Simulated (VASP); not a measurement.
Crystal: SiNi2.

```xyz
6
Lattice="3.8360 0.0000 0.0000 -1.9180 3.3221 0.0000 0.0000 0.0000 4.9480" Properties=species:S:1:pos:R:3 pbc="T T T"
Ni    1.9180    1.1074    3.7110
Ni    0.0000    2.2147    1.2370
Ni    0.0000    0.0000    2.4740
Ni    0.0000    0.0000    0.0000
Si    1.9180    1.1074    1.2370
Si    0.0000    2.2147    3.7110
```

* Program: VASP 6.6.1
* Task: relaxation of cell and atoms
* Functional: PBEsol
* Potentials or basis: VASP PAW PBE potentials, release 64 (Ni, Si)
* Cutoff: 600 eV
* k mesh: 6 × 6 × 5
* Occupations: fermi-dirac, width 0.05 eV
* Spin: collinear spin, ferromagnetic start
* Starting moments: [1.0, 1.0, 1.0, 1.0, 0.0, 0.0] μB

At the start: pressure 3.0 GPa; volume 10.51 Å³/atom.

**Question.** How do energy, volume and symmetry change on relaxing?

**Answer.** Over 4 steps the energy falls by 2.7 meV/atom and the volume is 10.62 Å³/atom (+1.1 %); space group P6_3/mmc (No. 194, to 0.05 Å); moment 0.00 μB per cell.

Step by step:
| step | energy change (eV) | largest force (eV/Å) | pressure (GPa) | volume (Å³) |
| --- | --- | --- | --- | --- |
| 1 | 0.0000 | 0.0000 | 3.05 | 63.05 |
| 2 | -0.0018 | 0.0000 | -4.00 | 64.89 |
| 3 | -0.0136 | 0.0000 | -0.82 | 63.99 |
| 4 | -0.0163 | 0.0000 | 0.03 | 63.75 |

Final structure:
```cif
data_structure
_symmetry_space_group_name_H-M 'P 1'
_symmetry_Int_Tables_number 1
_cell_length_a 3.8702
_cell_length_b 3.8702
_cell_length_c 4.9143
_cell_angle_alpha 90.000
_cell_angle_beta 90.000
_cell_angle_gamma 120.000
_cell_volume 63.75
loop_
_atom_site_label
_atom_site_type_symbol
_atom_site_fract_x
_atom_site_fract_y
_atom_site_fract_z
_atom_site_occupancy
Ni1 Ni 0.66667 0.33333 0.75000 1
Ni2 Ni 0.33333 0.66667 0.25000 1
Ni3 Ni 0.00000 0.00000 0.50000 1
Ni4 Ni 0.00000 0.00000 0.00000 1
Si1 Si 0.66667 0.33333 0.25000 1
Si2 Si 0.33333 0.66667 0.75000 1
```

Caveat: the PAW data sets were made with another functional, which shifts forces and pressure a little.
